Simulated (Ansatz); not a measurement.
Data:

LiI:
```cif
data_ILi
_chemical_formula_sum 'Li1 I1'
_space_group_name_H-M_alt 'P 1'
_space_group_IT_number 1
_cell_length_a 4.23329
_cell_length_b 4.23329
_cell_length_c 4.23329
_cell_angle_alpha 60.000
_cell_angle_beta 60.000
_cell_angle_gamma 60.000
loop_
_space_group_symop_operation_xyz
  'x, y, z'
loop_
_atom_site_label
_atom_site_type_symbol
_atom_site_fract_x
_atom_site_fract_y
_atom_site_fract_z
_atom_site_occupancy
Li1 Li 0.00000 0.00000 0.00000 1
I1 I 0.50000 0.50000 0.50000 1
```

This is the HSE06-relaxed structure.

Problem. All from the program Ansatz at the HSE06 level (PAW), unless another level is named. Predict the smallest direct gap on the standard path.

Solution. 5.35 eV.

Problem. And the band gap?

Solution. 5.31 eV (indirect).

Problem. Predict the gap with spin–orbit coupling.

Solution. 4.94 eV (at the special points and the edges found without it).

Problem. Next, the conduction-band minimum?

Solution. at X (3 equivalent valleys).

Problem. Predict the valence-band maximum.

Solution. on the K–Γ line, 78 % of the way from K.

Space group Fm-3m (rock salt). The cell was relaxed with HSE06 under the symmetry of its start. The hybrid was solved on a coarse mesh, the path and, where they were found, the r²SCAN edge points; its band edges are the extreme levels among these. Spin–orbit coupling is left out wherever it is not named.

Potentials: the later of the program's two PAW sets.
